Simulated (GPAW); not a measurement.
# Ga (I4/mmm) in GPAW: notebook

Aim: see how the results for Ga move with the level of theory and the settings. Levels: PBE, r2SCAN. Tasks: single point.

All numbers are computed with GPAW 26.7.0; they aren't measurements. Logs are shortened: lines on timing, memory, paths and dates and some standing lists are left out, and cuts for length are marked. The log counts tension as positive stress, the text compression.

### 1 The crystal as given

Symmetry: I4/mmm, No. 139, tetragonal system. Conventional cell: a = 2.769 Å, b = 2.769 Å, c = 4.622 Å, α = 90.00°, β = 90.00°, γ = 90.00°. Ga (site symmetry 4/mmm) has 12 Ga at 2.77 to 3.03 Å as nearest neighbours.

This isn't the form of Ga at room conditions, which is orthorhombic.

### 2 Single point, PBE

Contents of run.py:

```python
from ase.dft.bandgap import bandgap
from ase.io import read, write
from ase.units import GPa
from gpaw import GPAW, PW

atoms = read('Ga.xyz')

calc = GPAW(mode=PW(500),
            xc='PBE',
            kpts={'size': (11, 11, 11), 'gamma': True},
            occupations={'name': 'fermi-dirac', 'width': 0.05},
            nbands=7,
            maxiter=120,
            txt='gpaw.txt')
atoms.calc = calc
energy = atoms.get_potential_energy()
forces = atoms.get_forces()
stress = atoms.get_stress()
calc.write('gs.gpw')
write('result.traj', atoms)
print(f'Energy: {energy:.6f} eV')
print('Forces (eV/A):')
print(forces.round(4))
print('Stress (GPa):', (stress / GPa).round(3))
print('Fermi level:', round(calc.get_fermi_level(), 4), 'eV')
print(f'Gap: {bandgap(calc)[0]:.4f} eV, direct: {bandgap(calc, direct=True)[0]:.4f} eV')
```

Contents of Ga.xyz:

```xyz
1
Lattice="-1.3843987196 1.3843987196 2.3112238365 1.3843987196 -1.3843987196 2.3112238365 1.3843987196 1.3843987196 -2.3112238365" Properties=species:S:1:pos:R:3 pbc="T T T"
Ga     0.0000000000      0.0000000000      0.0000000000
```

Potentials or basis: GPAW PAW data sets (gpaw-data 1.2.1), pw.

On the command line:

```
$ OMP_NUM_THREADS=1 python run.py
```

gpaw.txt:

```text
__  _  _
 | _ |_)|_||  |
 |__||  | ||/\| - 26.7.0

Input parameters:
  mode=PW(ecut=500.0),
  kpts=MonkhorstPack(size=(11, 11, 11), gamma=True),
  maxiter=120,
  nbands=7,
  occupations=Occupations(name='fermi-dirac', width=0.05),
  xc=XC(name='PBE')

Diagonalizing LCAO Hamiltonian
Converting LCAO to pw mode

       Ga

Atoms  # Å, Bohr magnetons
|   | symbol |        x |        y |        z |    initial magnetic moments |
|---|--------|----------|----------|----------|-----------------------------|
| 0 |     Ga | 0.000000 | 0.000000 | 0.000000 | ( 0.0000,  0.0000,  0.0000) |

Unit cell  # Å
| periodic |         x |         y |         z |  lengths |     angles |
|----------|-----------|-----------|-----------|----------|------------|
|      yes | -1.384399 |  1.384399 |  2.311224 | 3.029006 | 125.606528 |
|      yes |  1.384399 | -1.384399 |  2.311224 | 3.029006 | 125.606528 |
|      yes |  1.384399 |  1.384399 | -2.311224 | 3.029006 |  80.535805 |

Number of symmetries: 16
Symmetry operations  # r_c * U_cc + t_c -> r_c
|    | kind |            matrix            |
|----|------|------------------------------|
|  0 |  σ   |  1, 1, 1,  0, 0,-1,  0,-1, 0 |
|  1 |  C4  |  1, 1, 1,  0, 0,-1, -1, 0, 0 |
|  2 |  E   |  1, 0, 0,  0, 1, 0,  0, 0, 1 |
|  3 |  σ   |  1, 0, 0,  0, 1, 0, -1,-1,-1 |
|  4 |  σ   |  0, 1, 0,  1, 0, 0,  0, 0, 1 |
|  5 |  C2  |  0, 1, 0,  1, 0, 0, -1,-1,-1 |
|  6 |  C2  |  0, 0, 1, -1,-1,-1,  1, 0, 0 |
|  7 |  S4  |  0, 0, 1, -1,-1,-1,  0, 1, 0 |
|  8 |  C4  |  0, 0,-1,  1, 1, 1,  0,-1, 0 |
|  9 |  σ   |  0, 0,-1,  1, 1, 1, -1, 0, 0 |
| 10 |  σ   |  0,-1, 0, -1, 0, 0,  1, 1, 1 |
| 11 |  C2  |  0,-1, 0, -1, 0, 0,  0, 0,-1 |
| 12 |  C2  | -1, 0, 0,  0,-1, 0,  1, 1, 1 |
| 13 |  i   | -1, 0, 0,  0,-1, 0,  0, 0,-1 |
| 14 |  S4  | -1,-1,-1,  0, 0, 1,  1, 0, 0 |
| 15 |  C2  | -1,-1,-1,  0, 0, 1,  0, 1, 0 |

BZ-sampling:
  Number of BZ points: 1331
  Number of IBZ points: 126

  Monkhorst-Pack size: [11, 11, 11]
  Monkhorst-Pack shift: [0, 0, 0]

K-points  # in reciprocal-cell coordinates
|     |                                coordinates |     weight |
|-----|--------------------------------------------|------------|
|   0 | (  0.00000000,   0.00000000,   0.00000000) | 0.00075131 |
|   1 | (  0.09090909,  -0.09090909,   0.00000000) | 0.00300526 |
|   2 | (  0.09090909,  -0.09090909,   0.09090909) | 0.00300526 |
|   3 | (  0.09090909,   0.00000000,   0.00000000) | 0.00601052 |
|   4 | (  0.09090909,   0.09090909,  -0.09090909) | 0.00150263 |
|   5 | (  0.18181818,  -0.18181818,   0.00000000) | 0.00300526 |
|   6 | (  0.18181818,  -0.18181818,   0.09090909) | 0.00601052 |
|   7 | (  0.18181818,  -0.18181818,   0.18181818) | 0.00300526 |
|   8 | (  0.18181818,  -0.09090909,   0.00000000) | 0.01202104 |
|   9 | (  0.18181818,  -0.09090909,   0.09090909) | 0.00601052 |
| ... |                                            |            |
| 125 | (  0.45454545,   0.45454545,   0.45454545) | 0.00601052 |

Plane wave coefficients: 465
Cutoff: 500.0 eV

Spin-components: 1 (collinear spins)
Bands:           7
Projectors:      5
Spin-degeneracy: 2
Datatype:        complex128

Parallelization:
  kpt:    1
  domain: 1
  band:   1

Density:
  Valence electrons: 3.0
  Components: 1
  Grid points: [16 16 16]
  Charge: 0.0  # |e|

Potential:
  Grid points: [16 16 16]

species:
  Ga:
    name:    Gallium
    Z:       31.0
    valence: 3
    core:    28
    charge:  0.0  # [|e|]
    compensation charges:
      type: gauss
      rc: 0.37  # [Å]
      lmax: 2
    cutoffs:
      filter: 2.06  # [Å]
      core: 4.17  # [Å]
    projectors
    | kind |    occ | energy [eV] | rcut [Å] |
    |------|--------|-------------|----------|
    |   4s |  2.000 |      -8.945 |    1.164 |
    |   4p |  1.000 |      -2.580 |    1.164 |
    |    s |        |      18.266 |    1.164 |
    |    p |        |      24.631 |    1.164 |
    |    d |        |       0.000 |    1.164 |

    Using partial waves for Ga as LCAO basis

Reference energy: -52884.671529  # eV

eigensolver:
  PPCG
  Converge bands: occupied
  niter=2

density mixing:
  MSR1-Mixer
  Pratt-step length: 0.05
  Maximum mixing coefficient: 0.75
  Old densities: 10
  SVD Regularization: 0.005
  Good broyden scale: 1.0
  Trust region scale: 1.0
  Backstep threshold: 4.0
  History deletion threshold: 6.0
  Fourier metric: weight=20.0, sigma=0.015

occupation numbers:
  Fermi-Dirac:
    width: 0.0500  # eV

poisson solver:
  ecut: 4000.0  # eV

xc functional:
  name: PBE with 2 nearest neighbor stencil

convergence criteria:
- Maximum [total energy] change in last 3 cyles: 0.0005 eV / valence electron
- Maximum integral of absolute [dens]ity change: 0.0001 electrons / valence electron
- Maximum integral of absolute [eigenst]ate change: 4e-08 eV^2 / valence electron
maximum number of iterations: 120

SCF iterations
|iter     | |      energy | eigst |  dens |
|---------|-|-------------|-------|-------|
|iter:   1| |   -2.893390 | -0.93 |       |
|iter:   2| |   -2.892447 | -3.46 | -1.06 |
|iter:   3| |   -2.883739 | -3.70 | -1.08 |
|iter:   4| |   -2.883055 | -4.53 | -1.63 |
|iter:   5| |   -2.883054c| -6.08 | -2.91 |
|iter:   6| |   -2.883054c| -6.92 | -3.35 |
|iter:   7| |   -2.883054c| -8.09c| -4.73c|

Converged in 7 steps
Energy contributions relative to reference atoms: (reference = -52884.671529)

Energy contributions:
  Kinetic:          10.663329
  Coulomb:          -8.519650
  Zero:              0.008497
  External:          0.000000
  Xc:               -5.033515
  Entropy:          -0.003432
  Spinorbit:         0.000000
  ----------------------------
  Free energy:      -2.884770
  Extrapolated:     -2.883054

dipole moment: (-3.564543, -3.564543, -5.950928)  # |e|*Ang

Fermi level: 6.866
Eigenvalues  # (at kpt = [0.000, 0.000, 0.000])
| band index |      eig [eV] | occ [0-2] |
|------------|---------------|-----------|
|          0 |        -4.680 |     2.000 |
|          1 |        19.598 |     0.000 |
|          2 |        19.929 |     0.000 |
|          3 |        19.929 |     0.000 |
|          4 |        21.709 |     0.000 |
|          5 |        22.740 |     0.000 |
|          6 |        22.746 |     0.000 |

No gap
No difference between direct/indirect transitions

Forces  # eV/Ang
|        x |        y |        z |
|----------|----------|----------|
| -0.00000 | -0.00000 | -0.00000 |  # Ga   0

Stress tensor  # eV/Ang^3
|         x |         y |         z |
|-----------|-----------|-----------|
| -0.031013 |  0.000000 |  0.000000 |
|  0.000000 | -0.031013 |  0.000000 |
|  0.000000 |  0.000000 | -0.017440 |

# Writing to gs.gpw (mode='')
```

Wall time 7.7 s (1 thread of Arm Neoverse V1, shared host); peak memory 0.13 GiB.

Results:

- Free energy: -2.8848 eV
- Pressure: 4.2 GPa
- Band gap on the k mesh: none (metal or under the smearing width)

Levels at points of the mesh, in eV from the Fermi level:
```csv
k point,band 1,band 2,band 3,band 4
"(0.00, 0.00, 0.00)",-11.55,12.73,13.06,13.06
```

Caveat: the cutoff is short for stress and forces, so pressures can be off by a GPa or more.

### 3 Single point, r2SCAN

Changes to run.py since step 2:

```diff
@@ -1,3 +1,4 @@
 from ase.dft.bandgap import bandgap
-from ase.io import read, write
+from ase.io import write
+from ase.spacegroup import crystal
 from ase.units import GPa
@@ -5,6 +6,11 @@
 
-atoms = read('Ga.xyz')
+# Ga 2a
+atoms = crystal(['Ga'],
+                basis=[[0.0, 0.0, 0.0]],
+                spacegroup=139, setting=1,  # I4/mmm
+                cellpar=[2.76879744, 2.76879744, 4.62244767, 90.0, 90.0, 90.0],
+                primitive_cell=True)
 
-calc = GPAW(mode=PW(500),
-            xc='PBE',
+calc = GPAW(mode=PW(400),
+            xc='MGGA_X_R2SCAN+MGGA_C_R2SCAN',
             kpts={'size': (11, 11, 11), 'gamma': True},
```

Potentials or basis: GPAW PAW data sets (gpaw-data 1.2.1), pw.

On the command line:

```
$ OMP_NUM_THREADS=1 python run.py
```

It took 20 s on 1 thread of Arm Neoverse V2, shared host; peak memory 0.16 GiB.

These settings aren't checked as converged: the numbers below hold their error.

Results:

```yaml
Free_energy: -10.0716 eV
Pressure: 0.7 GPa
Band_gap_on_the_k_mesh: none (metal or under the smearing width)
```

Caveat: the cutoff is short for stress and forces, so pressures can be off by a GPa or more; the PAW data sets were made with another functional, which shifts forces and pressure a little.
